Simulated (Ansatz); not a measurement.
Rows from a G0W0 calculation on S on the Cd site in CdS (32-atom cell) (Ansatz 0.2.0; G0W0 on LDA, plane waves, PAW; PAW set soft_1; 2×2×2 mesh, 1185 empty bands, screening to 112 eV, PAW set soft_1 files), in eV. Spin-orbit coupling is left out.

| row | Σx | Σc | Vxc | Z |
| --- | --- | --- | --- | --- |
| A | -10.18 | -3.71 | -14.51 | 0.73 |
| B | -18.61 | 2.32 | -15.98 | 0.71 |
| C | -19.83 | 2.44 | -17.10 | 0.71 |
| D | -10.81 | -3.66 | -15.08 | 0.71 |
| E | -9.88 | -3.90 | -14.43 | 0.73 |
| F | -9.29 | -3.40 | -13.25 | 0.77 |

Q: Which rows are filled states and which are empty ones, and how can one tell?

Filled: B and C. Empty: A, D, E and F. The sign of Σc tells: for a filled state bare exchange, which holds its interaction with itself, lies below Vxc (Σx − Vxc is -2.6 eV or lower here) and screening gives part back as a positive Σc. For an empty state Σx lies above Vxc (+4.0 eV or more) and the Coulomb hole leaves Σc negative.

[Runs of the session that timed out or met a known fault of the program may be left out.]

[Cells called generated may have been cut or substituted from an entry of the Crystallography Open Database or the Materials Project.]

[Hosts, paths, dates, database ids (printed as entryN), source tags and the programs' standing remarks are cut or masked in the printed files.]
